Stretch the edge of a cubic crystal by one percent, and its volume grows by about three percent. In nickel the bulk modulus, the resistance to uniform compression, then falls by about fourteen percent, because it goes roughly as the inverse fifth power of the volume. A small error in bond length therefore becomes a large error in stiffness. This scaling gives the direction of what happens when the simple density functional LDA is replaced by a more refined one, though it overstates the fall in stiffness.

The second size worth remembering is a pressure. Going from LDA to a functional that also uses the gradient of the electron density acts on nickel like an outward push of about 8 to 17 GPa. The atoms move apart until the metal's own cohesion balances the push, and the wider crystal is softer.

Equation of state of fcc nickel from FLEUR MaX-R8.1 (later development tree), using all-electron LAPW density functional theory with collinear spins and no spin-orbit coupling. All runs use a 13 × 13 × 13 k-point mesh and Fermi-Dirac smearing of 0.05 eV; the plane-wave cutoff is 4.08 bohr⁻¹ for PBE and 4.64 bohr⁻¹ for the other functionals. The rows are a selection, since runs that failed or met a known fault of the program are left out, as are some with graver warnings. The ranking below therefore holds only among the functionals shown.

```
functional  equilibrium volume (Å³/atom)  bulk modulus (GPa)  bulk modulus slope
       LDA                        10.026              257.60               4.960
       PBE                        10.856              200.30               4.980
    PBEsol                        10.381              231.70               4.940
    r2SCAN                        10.501              210.90               5.800
        WC                        10.433              229.70               4.940
```

In the table, the equilibrium volume V₀ is the volume per atom at the lowest energy, and B₀ is the bulk modulus there. The bulk modulus slope B′ tells how many GPa the modulus gains for each GPa of applied pressure. To a good approximation, one crystal described by one functional follows

B(V) = B₀ (V₀/V)^B′

The first row, LDA, gives the smallest and stiffest crystal. LDA treats each point of the metal as part of a uniform electron gas, and it is well known to bind the 3d metals too strongly. Against rough recalled measured values of 11 Å³ per atom and 190 GPa, its volume is about 9% too small and its modulus about 36% too high. For a lattice constant or a stiffness that is to be compared with experiment, LDA is the poorest choice in this table.

The short bonds account for all of that excess stiffness, and more. Moved to 11 Å³ with the formula above, which is good to a few GPa, the LDA modulus drops from about 258 to 163 GPa. It is then about 14% too low, although each percent of doubt in the measured volume shifts that figure by about four points. That doubt leans one way: 11 Å³ is rounded up, and a calculation without thermal motion should aim one to two percent lower, which would remove up to about half of the deficit. LDA nickel is thus probably a somewhat soft metal that looks hard because it is held at too small a volume.

The second row, PBE, shows the full effect of a gradient correction. Such a correction favours densities that vary strongly, and these are more common around separated atoms than in a tightly packed crystal. The energy therefore falls more on expansion than in LDA, which is the outward push. PBE ends up with a volume 8.3% above that of LDA and with the lowest modulus in the table.

The push can be turned into an estimate of the modulus. Start from the LDA crystal and let an extra pressure P expand it to the PBE volume. The LDA formula gives the pressure needed and the modulus that the LDA crystal would have there:

(V₀ of LDA / V₀ of PBE)^B′ = (10.026/10.856)^4.96 = 0.674

P = (257.6/4.96) × (1 − 0.674) = 16.9 GPa

B = 257.6 × 0.674 = 173.6 GPa

This is too soft, since the calculation gives 200.3 GPa. The missing part comes from the way the push weakens as the crystal expands. A push that fades on expansion and grows on compression resists both changes, so it adds stiffness of its own. If its energy falls as one over length, the pressure falls as V^(−4/3) and adds 4/3 of itself to the modulus:

B = 173.6 + (4/3) × 16.9 = 196 GPa

The result is 2% below the computed modulus. No constant was adjusted, although the PBE volume was used as input. The power-law formula is stretched over 8% in volume here and is expected to read a few GPa high on expansion, so part of the close match is a cancellation of errors. The power 4/3 is borrowed from the way exchange energy changes when a whole density is stretched evenly. In a real crystal the atomic cores do not stretch, and the outward direction of the push comes from the changing overlap between atoms, so the power is only a guide to how fast the push fades.

For practical work, PBE is the best level in this table for both volume and modulus. Its volume is about 1% below the rough measured value, and its modulus about 5% above. The calculation leaves out thermal expansion and zero-point motion, which together change the volume by roughly one percent. The last percent of agreement should therefore not be read as accuracy of the functional, and even the sign of PBE's volume error is open. Nor does the choice carry over to every metal: in heavy ones such as platinum, PBE usually gives too large a volume, and PBEsol is often closer.

The PBE row, however, was run with a lower plane-wave cutoff than the others, and its energies scatter more around the fitted curve. Its minimum also lies towards the wide end of the computed volumes, so its modulus may be off by several GPa. That is small beside the 57 GPa between the LDA and PBE moduli, but less so beside the 10.6 GPa between PBE and r2SCAN, so the order of those two is less certain. The 2% miss of the estimate above is smaller than this doubt, though PBEsol and WC miss in the same direction. A PBE modulus good to one percent would need a rerun, first of all at the higher cutoff. The LDA minimum, from which the estimate starts, lies in turn near the narrow end of its range.

PBEsol, in the third row, weakens the gradient correction so that it suits densely packed solids. WC, in the last row, does much the same by a different formula. Both feel about half the push that PBE feels, and both land between LDA and PBE. Against the rough measured values their volumes are 5 to 6% too small and their moduli about 21 to 22% too high.

Between PBEsol and WC the volume changes by only 0.5% and the modulus by 2 GPa. Swapping one for the other is not worth the effort for an engineering estimate. It matters only when lattice edges are compared to one or two tenths of a percent, and at that level the missing thermal motion matters as well. For nickel, both improve on LDA but stop short of PBE.

The total energies give a direct view of the push, without any fitted modulus. For PBE, PBEsol and WC, the extra pressure over LDA drops by 10 to 11% from the compressed half of the volume range to the expanded half. The V^(−4/3) law gives about 8%. The PBE figure is the least sure, because its lower cutoff enters the difference. The push does fade, by a quarter to a half more than the simple law says, and this fits the shortfall of the estimated moduli in these three rows. Since these are the energies that were fitted, the agreement restates the moduli and does not test them independently.

The fourth row, r2SCAN, breaks the pattern. It also uses the kinetic-energy density of the electrons, and its volume lies just above that of WC. Yet its modulus is 19 GPa lower than WC's, far more than a volume step of 0.7% can explain. The same estimate that was slightly too soft for the other gradient-corrected rows is 4% too stiff here.

The energies show where the difference lies. For r2SCAN the extra pressure drops by only 4% between the two halves of the range, so it adds little stiffness. Why it stays so constant is not settled by these results. SCAN-type functionals are known to make the magnetic moment of nickel too large, and a moment that changes with volume could alter the push, but this is a guess. Some LAPW programs also use such a functional only for the total energy and take the density from a simpler one, and the outputs do not say which was done here. They list no final moments either, so although all five runs started ferromagnetic, the magnetic state they ended in is not confirmed in any row.

This makes the r2SCAN modulus easy to misjudge. At its own volume it is only about 11% above the rough measured value, which looks respectable. Moved to 11 Å³, it is about 15% too low, a figure that shifts by about five points for each percent of doubt in the measured volume. It also leans on the fitted slope of 5.8, far above that of the other rows, and a target volume one to two percent smaller would remove a third to two thirds of it. The short bonds have thus probably been hiding a somewhat soft crystal.

The steps can now be set against a purpose. Across the table the cubic edge changes by 2.7%, which is large for a lattice constant or a misfit strain. For a modulus wanted to within 10%, only PBE passes at its own volume, though r2SCAN misses by just one point against a rough measured value. If the volume is instead fixed at 11 Å³, PBEsol and WC also come within 10%, but r2SCAN gets worse. This ranking hangs on the rounded volume: by the same formula, a target two percent smaller is expected to bring all five within 10%, with PBEsol and WC closest. Such a fixed cell is under tension, by as much as 19 GPa in LDA, and this stress must be subtracted from any stress computed in it.

Cost can be judged only from scaling, since no timings are given. A density gradient adds little work to LDA, and r2SCAN adds the kinetic-energy density on top. The higher cutoff used in the other rows gives about 1.5 times as many basis functions as in the PBE row and roughly three times the work in diagonalisation, though in a one-atom cell that step need not set the run time. The analysis printed below gives the errors and model estimates row by row.

A practical rule follows for nickel. Choose the functional first, because it moves the modulus by tens of GPa, and here that choice is PBE. Then pay for the higher cutoff if a few GPa matter. Before trusting a modulus from any level, compare it at the measured volume as well as at the level's own, since only then does a soft crystal with short bonds show itself.

The analysis program printed:

```
Levels against rough recalled values and moved to 11 angstrom^3:
     row  cubic edge in angstrom  volume error in %  modulus error in %  modulus at 11 in GPa  its error in %  pressure at 11 in GPa
     LDA                   3.423             -8.855               35.58                 162.6           -14.4                 -19.14
     PBE                   3.515             -1.309               5.421                 187.6          -1.275                 -2.555
  PBEsol                   3.463             -5.627               21.95                   174          -8.396                 -11.67
  r2SCAN                   3.476             -4.536                  11                 161.1           -15.2                 -8.584
      WC                   3.469             -5.155               20.89                 176.9          -6.917                  -10.7
Largest over smallest volume, excess in %: 8.278
Largest over smallest cubic edge, excess in %: 2.687
Spread of moduli at own volumes in GPa: 57.3
Spread of moduli at 11 angstrom^3 in GPa: 26.46
WC volume above PBEsol in %: 0.5009
r2SCAN volume above WC in %: 0.6518
r2SCAN modulus below WC in GPa: 18.8
Modulus from the LDA crystal plus an extra pressure:
     row  extra pressure in GPa  modulus if constant in GPa  miss in %  modulus if falling in GPa  miss of falling in %
     LDA                      0                       257.6          0                      257.6                     0
     PBE                  16.93                       173.6     -13.32                      196.2                -2.047
  PBEsol                  8.232                       216.8     -6.445                      227.7                -1.708
  r2SCAN                  10.65                       204.8     -2.914                        219                 3.822
      WC                  9.302                       211.5     -7.941                      223.9                -2.541
Extra pressure over LDA straight from total energies:
     row  compressed half in GPa  expanded half in GPa  fall in %
     LDA                       0                     0          0
     PBE                   18.88                 17.03      9.838
  PBEsol                   8.501                  7.61      10.48
  r2SCAN                   10.97                 10.51      4.176
      WC                   9.748                 8.628      11.49
Fall expected from V^(-4/3) in %: 7.696
Basis size at the higher cutoff over the lower: 1.471
Diagonalisation work at the higher cutoff over the lower: 3.182
```
